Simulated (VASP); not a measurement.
# Bi (R-3m) in VASP: notebook

Runs on Bi. Level: PBE+D3(BJ). Tasks: relaxation of cell and atoms.

Everything below comes from runs of VASP 6.6.1. Logs are shortened: lines on timing, memory, paths and dates and some standing lists are left out, and cuts for length are marked.

## 1. Starting point

It takes space group R-3m (No. 166, trigonal). Conventional cell: a = 4.535 Å, b = 4.535 Å, c = 11.814 Å, α = 90.00°, β = 90.00°, γ = 120.00°. Bi (site symmetry 3m) has 6 Bi at 3.06 to 3.52 Å as nearest neighbours.

## 2. Relaxation of cell and atoms, PBE+D3(BJ)

The input, INCAR:

```
SYSTEM = Bi
PREC = Accurate
ENCUT = 600
EDIFF = 1E-6
ISMEAR = 1
SIGMA = 0.1
LREAL = .FALSE.
LASPH = .TRUE.
NELM = 80
ALGO = Normal
ISIF = 3
LWAVE = .FALSE.
LCHARG = .FALSE.
GGA = PE
IVDW = 12
IBRION = 2
NSW = 90
EDIFFG = -0.01
```

The input, KPOINTS:

```
regular mesh
0
G
  12 12 10
  0 0 0
```

The input, POSCAR:

```
Bi
1.0
    2.2675000000      1.3091417354      3.9380000000
   -2.2675000000      1.3091417354      3.9380000000
    0.0000000000     -2.6182834708      3.9380000000
Bi
2
Direct
    0.2340000000      0.2340000000      0.2340000000
    0.7660000000      0.7660000000      0.7660000000
```

Potentials or basis: VASP PAW PBE potentials, release 64 (Bi_d).

Command:

```sh
cat potpaw_PBE.64/Bi_d/POTCAR > POTCAR
mpirun -np 1 vasp_std > vasp.out
```

OUTCAR:

```text
SYSTEM = Bi
   PREC = Accurate
   ENCUT = 600
   EDIFF = 1E-6
   ISMEAR = 1
   LREAL = .FALSE.
   LASPH = .TRUE.
   NELM = 80
   ISIF = 3
   GGA = PE
   IVDW = 12
   IBRION = 2
   NSW = 90
   EDIFFG = -0.01
 IVDW          = 12

 ion  position               nearest neighbor table
   1  0.234  0.234  0.234-   2 3.06   2 3.06   2 3.06   2 3.52   2 3.52   2 3.52
   2  0.766  0.766  0.766-   1 3.06   1 3.06   1 3.06   1 3.52   1 3.52   1 3.52

  LATTYP: Found a trigonal (rhomboedric) cell.
 ALAT       =     4.7289800521
 COS(alpha) =     0.5401781303

  Lattice vectors:

 A1 = (   2.2675000000,   1.3091417354,   3.9380000000)
 A2 = (  -2.2675000000,   1.3091417354,   3.9380000000)
 A3 = (   0.0000000000,  -2.6182834708,   3.9380000000)

Analysis of symmetry for initial positions (statically):
=====================================================================
 Subroutine PRICEL returns:
 Original cell was already a primitive cell.

 Routine SETGRP: Setting up the symmetry group for a
 trigonal (rhombohedral) supercell.

 Subroutine GETGRP returns: Found 12 space group operations
 (whereof 12 operations were pure point group operations)
 out of a pool of 12 trial point group operations.

The static configuration has the point symmetry D_3d.

Analysis of symmetry for dynamics (positions and initial velocities):
=====================================================================
 Subroutine PRICEL returns:
 Original cell was already a primitive cell.

 Routine SETGRP: Setting up the symmetry group for a
 trigonal (rhombohedral) supercell.

 Subroutine GETGRP returns: Found 12 space group operations
 (whereof 12 operations were pure point group operations)
 out of a pool of 12 trial point group operations.

The dynamic configuration has the point symmetry D_3d.

 Subroutine INISYM returns: Found 12 space group operations
 (whereof 12 operations are pure point group operations),
 and found     1 'primitive' translations

----------------------------------------------------------------------------------------

                                     Primitive cell

  volume of cell :      70.1392

  direct lattice vectors                    reciprocal lattice vectors
     2.267500000  1.309141735  3.938000000     0.220507166  0.127309872  0.084645336
    -2.267500000  1.309141735  3.938000000    -0.220507166  0.127309872  0.084645336
     0.000000000 -2.618283471  3.938000000     0.000000000 -0.254619744  0.084645336

  length of vectors
     4.728980052  4.728980052  4.728980052     0.268320791  0.268320791  0.268320791

  position of ions in fractional coordinates (direct lattice)
     0.234000000  0.234000000  0.234000000
     0.766000000  0.766000000  0.766000000

  ion indices of the primitive-cell ions
   primitive index   ion index
                 1           1
                 2           2

----------------------------------------------------------------------------------------

 KPOINTS: regular mesh

Automatic generation of k-mesh.
 Grid dimensions read from file:
 generate k-points for:   12   12   10

 Generating k-lattice:

  Cartesian coordinates                     Fractional coordinates (reciprocal lattice)
     0.018375597  0.010609156  0.007053778     0.083333333 -0.000000000  0.000000000
    -0.018375597  0.010609156  0.007053778    -0.000000000  0.083333333  0.000000000
     0.000000000 -0.025461974  0.008464534     0.000000000  0.000000000  0.100000000

  Length of vectors
     0.022360066  0.022360066  0.026832079

  Shift w.r.t. Gamma in fractional coordinates (k-lattice)
     0.000000000  0.000000000  0.000000000

 -----------------------------------------------------------------------------
|                                                                             |
|           W    W    AA    RRRRR   N    N  II  N    N   GGGG   !!!           |
|           W    W   A  A   R    R  NN   N  II  NN   N  G    G  !!!           |
|           W    W  A    A  R    R  N N  N  II  N N  N  G       !!!           |
|           W WW W  AAAAAA  RRRRR   N  N N  II  N  N N  G  GGG   !            |
|           WW  WW  A    A  R   R   N   NN  II  N   NN  G    G                |
|           W    W  A    A  R    R  N    N  II  N    N   GGGG   !!!           |
|                                                                             |
|     Your reciprocal lattice and k-lattice belong to different lattice       |
|     classes:                                                                |
|                                                                             |
|        The reciprocal lattice is rhombohedral (trigonal),                   |
|        whereas your k-lattice is base-centered monoclinic.                  |
|                                                                             |
|     Results are often still useful ...                                      |
|                                                                             |
 -----------------------------------------------------------------------------

 WARNING: IBZKPT: internal override: KBLOWUP is changed to .FALSE.
      ... skipping the blow-up phase ...

 Subroutine IBZKPT returns following result:
 ===========================================

 Found    391 irreducible k-points:

 Following reciprocal coordinates:
            Coordinates               Weight
  0.000000  0.000000  0.000000      1.000000
  0.083333  0.000000  0.000000      4.000000
  0.166667  0.000000 -0.000000      4.000000
  0.250000  0.000000  0.000000      4.000000
  0.333333  0.000000 -0.000000      4.000000
  0.416667  0.000000 -0.000000      4.000000
[... 16 lines left out ...]
  0.500000  0.166667  0.000000      8.000000
 -0.416667  0.166667  0.000000      4.000000
 [... further k-points ...]
   k-points           NKPTS =    391   k-points in BZ     NKDIM =    391   number of bands    NBANDS=     19
   number of dos      NEDOS =    301   number of ions     NIONS =      2
   total plane-waves  NPLWV =  64000
   dimension x,y,z NGX =    40 NGY =   40 NGZ =   40
   dimension x,y,z NGXF=    80 NGYF=   80 NGZF=   80
   ions per type =               2
   NGX,Y,Z   is equivalent  to a cutoff of  14.06, 14.06, 14.06 a.u.
   NGXF,Y,Z  is equivalent  to a cutoff of  28.12, 28.12, 28.12 a.u.
 SYSTEM =  Bi
   PREC   = accura    normal or accurate (medium, high low for compatibility)
   ISTART =      0    job   : 0-new  1-cont  2-samecut
   ICHARG =      2    charge: 1-file 2-atom 10-const
   ISPIN  =      1    spin polarized calculation?
   LNONCOLLINEAR =      F non collinear calculations
   LSORBIT =      F    spin-orbit coupling
   LASPH  =      T    aspherical Exc in radial PAW
   ENCUT  =  600.0 eV  44.10 Ry    6.64 a.u.   9.44  9.44  9.44*2*pi/ulx,y,z
   NELM   =     80;   NELMIN=  2; NELMDL= -5     # of ELM steps
   EDIFF  = 0.1E-05   stopping-criterion for ELM
   LREAL  =      F    real-space projection
   EDIFFG = -.1E-01   stopping-criterion for IOM
   NSW    =     90    number of steps for IOM
   IBRION =      2    ionic relax: 0-MD 1-quasi-New 2-CG
   NFREE  =      1    steps in history (QN), initial steepest desc. (CG)
   ISIF   =      3    stress and relaxation
   ISYM   =      2    0-nonsym 1-usesym 2-fastsym
   POTIM  = 0.5000    time-step for ionic-motion
   TEBEG  =    0.0;   TEEND  =   0.0 temperature during run
   PSTRESS=    0.0 pullay stress
   NELECT =      30.0000    total number of electrons
   NUPDOWN=      -1.0000    fix difference up-down
   EMIN   =  10.00;   EMAX   =-10.00  energy-range for DOS
   EFERMI =   0.00;   METHOD = LEGACY
   ISMEAR =     1;   SIGMA  =   0.10  broadening in eV -4-tet -1-fermi 0-gaus
   EFERMI_NEDOS =   21; number of points for ismear=-14 and -15
   IALGO  =     38    algorithm
   IMIX   =      4    mixing-type and parameters
     AMIX     =   0.40;   BMIX     =  1.00
     AMIX_MAG =   1.60;   BMIX_MAG =  1.00
  volume/ion in A,a.u.               =      35.07       236.66
  Fermi-wavevector in a.u.,A,eV,Ry     =   1.233469  2.330919 20.700530  1.521446
  Thomas-Fermi vector in A             =   2.368198
   LORBIT       =      0    0 simple, 1 ext, 2 COOP (PROOUT), +10 PAW based schemes
   GGA     = PE    functional components
   LHFCALC =     F    Hartree Fock is set to
   AEXX    =    0.0000 exact exchange contribution
   IVDW    =    12    specifies the selected vdW correction
   LEPSILON=     F    determine dielectric tensor
   LRPA    =     F    only Hartree local field effects (RPA)
 conjugate gradient relaxation of ions
 non-spin polarized calculation
 Methfessel and Paxton  Order N= 1 SIGMA  =   0.10
  energy-cutoff  :      600.00
  volume of cell :       70.14
 maximum number of plane-waves:      2367
 NGX is ok and might be reduce to    40
   NGX = 19   NGY = 19   NGZ = 19

--------------------------------------- Ionic step        1  -------------------------------------------

 number of electron      30.0000001 magnetization

 Free energy of the ion-electron system (eV)
  ---------------------------------------------------
  ext. energy  EPLUGINS =         0.00000000
  ---------------------------------------------------
  free energy    TOTEN  =        -7.74762980 eV

  energy without entropy =       -7.74757777  energy(sigma->0) =       -7.74761245

------------------------ aborting loop because EDIFF is reached ----------------------------------------

 Edisp (eV)   -0.91035

 E8    (eV) :    -0.4524
[... 231 lines left out ...]
--------------------------------------- Ionic step        7  -------------------------------------------

 number of electron      30.0000004 magnetization

 Free energy of the ion-electron system (eV)
  ---------------------------------------------------
  ext. energy  EPLUGINS =         0.00000000
  ---------------------------------------------------
  free energy    TOTEN  =        -7.74166019 eV

  energy without entropy =       -7.74172128  energy(sigma->0) =       -7.74168055

 E-fermi :   6.5524     XC(G=0):  -9.6275

 val. band max:        6.5483790972   @ k =   0.0833   0.0833   0.4000
 cond. band min:       6.5674906470   @ k =   0.3333   0.1667   0.2000
 fundamental gap:      0.0191115498
 Fermi energy:         6.5524496622

 k-point     1 :       0.0000    0.0000    0.0000
  band No.  band energies     occupation
      1     -16.4082      2.00000
      2     -16.4082      2.00000
      3     -16.2549      2.00000
      4     -16.2549      2.00000
      5     -16.2460      2.00000
      6     -16.0677      2.00000
[... 505 lines left out ...]
      6     -16.1545      2.00000
[... 11 lines left out ...]
     18       9.8102      0.00000
     19      13.3860      0.00000

 [... further k-points ...]

------------------------ aborting loop because EDIFF is reached ----------------------------------------

 Edisp (eV)   -0.92431

 E8    (eV) :    -0.4592
[... 25 lines left out ...]
  FREE ENERGIE OF THE ION-ELECTRON SYSTEM (eV)
  ---------------------------------------------------
  free  energy   TOTEN  =        -8.6659719870 eV

  energy  without entropy=       -8.6660330809  energy(sigma->0) =       -8.66599235

 reached required accuracy - stopping structural energy minimisation
```

Wall time 16 min (1 thread of Intel Xeon 6975P-C (Granite Rapids), shared host); peak memory 0.66 GiB.

What came out:

```
Free energy                            : -8.6660 eV
Relaxed volume                         : 34.55 Å³/atom
Relaxed cell                           : a = 4.688 Å, b = 4.688 Å, c = 4.688 Å, α = 57.77°, β = 57.77°, γ = 57.77°
Space group after relaxing (to 0.05 Å) : R-3m (No. 166)
Energy gained by relaxing              : 4.0 meV/atom
Ionic steps                            : 7
Pressure after relaxing                : 0.0 GPa
Largest force after relaxing           : 0.006 eV/Å
Band gap on the k mesh                 : none (metal or under the smearing width)
Dispersion energy per atom             : -0.462 eV
```

Forces on the atoms (eV/Å):
```
Bi   0.000  0.000 -0.006
Bi   0.000  0.000  0.006
```

The path:
| step | energy change (eV) | largest force (eV/Å) | pressure (GPa) | volume (Å³) |
| --- | --- | --- | --- | --- |
| 1 | 0.0000 | 0.2259 | 0.07 | 70.14 |
| 2 | -0.0037 | 0.1211 | -0.25 | 70.30 |
| 3 | -0.0049 | 0.0353 | -0.46 | 70.44 |
| 4 | -0.0071 | 0.0315 | 0.06 | 69.35 |
| 5 | -0.0071 | 0.0298 | 0.03 | 69.31 |
| 6 | -0.0076 | 0.0191 | 0.05 | 69.25 |
| 7 | -0.0080 | 0.0064 | 0.02 | 69.10 |

Final structure:
```cif
data_structure
_symmetry_space_group_name_H-M 'P 1'
_symmetry_Int_Tables_number 1
_cell_length_a 4.6877
_cell_length_b 4.6877
_cell_length_c 4.6877
_cell_angle_alpha 57.766
_cell_angle_beta 57.766
_cell_angle_gamma 57.766
_cell_volume 69.10
loop_
_atom_site_label
_atom_site_type_symbol
_atom_site_fract_x
_atom_site_fract_y
_atom_site_fract_z
_atom_site_occupancy
Bi1 Bi 0.23732 0.23732 0.23732 1
Bi2 Bi 0.76268 0.76268 0.76268 1
```

Caveat: spin-orbit coupling is left out, which moves the levels of the heavy elements; pairwise dispersion overbinds metals, which lowers pressure and volume.

## 3. Relaxation of cell and atoms, PBE+D3(BJ)

This run uses another cell than the first one, of 34.55 Å³/atom, 0.985 times its volume.

Edit INCAR of step 2 so:

```diff
@@ -3,3 +3,3 @@
 ENCUT = 600
-EDIFF = 1E-6
+EDIFF = 1E-7
 ISMEAR = 1
@@ -17,2 +17,2 @@
 NSW = 90
-EDIFFG = -0.01
+EDIFFG = -0.005
```

KPOINTS is that of step 2.

The input, POSCAR:

```
Bi                                      
1.0
    2.2642702842      1.3072770581      3.8908120161
   -2.2642702842      1.3072770581      3.8908120161
    0.0000000000     -2.6145541162      3.8908120161
  Bi            
     2
Direct
     0.2373168437581260    0.2373168437581260    0.2373168437581260
     0.7626831562418740    0.7626831562418740    0.7626831562418740
```

Potentials or basis: VASP PAW PBE potentials, release 64 (Bi_d).

Command:

```sh
cat potpaw_PBE.64/Bi_d/POTCAR > POTCAR
mpirun -np 1 vasp_std > vasp.out
```

Wall time 7.4 min (1 thread of Intel Xeon 6975P-C (Granite Rapids), shared host); peak memory 0.64 GiB.

It converged, with:

* Free energy: -8.6659 eV
* Relaxed volume: 34.57 Å³/atom
* Relaxed cell: a = 4.686 Å, b = 4.686 Å, c = 4.686 Å, α = 57.83°, β = 57.83°, γ = 57.83°
* Space group after relaxing (to 0.05 Å): R-3m (No. 166)
* Energy gained by relaxing: 0.0 meV/atom
* Ionic steps: 3
* Pressure after relaxing: 0.0 GPa
* Band gap on the k mesh: none (metal or under the smearing width)
* Dispersion energy per atom: -0.462 eV

Final structure:
```xyz
2
Lattice="2.2657 1.3081 3.8879 -2.2657 1.3081 3.8879 0.0000 -2.6162 3.8879" Properties=species:S:1:pos:R:3 pbc="T T T"
Bi    0.0000    0.0000    2.7674
Bi    0.0000    0.0000    8.8963
```

Levels at points of the mesh, in eV from the Fermi level:
```csv
k point,band 11,band 12,band 13,band 14,band 15,band 16,band 17,band 18,band 19
"(0.00, 0.00, 0.00)",-13.17,-7.43,-1.53,-1.25,-1.25,2.75,3.03,3.03,5.49
"(0.50, 0.00, 0.00)",-11.16,-10.64,-1.15,-1.01,-0.27,-0.27,0.35,0.76,7.71
"(0.50, 0.50, 0.00)",-11.29,-9.43,-4.85,-3.13,-2.98,2.46,5.00,5.35,6.92
"(0.50, 0.50, 0.50)",-11.73,-10.17,-0.81,-0.53,-0.53,0.50,0.50,0.55,7.28
```

Caveat: spin-orbit coupling is left out, which moves the levels of the heavy elements; pairwise dispersion overbinds metals, which lowers pressure and volume.

(Continued in part 2 of 2.)
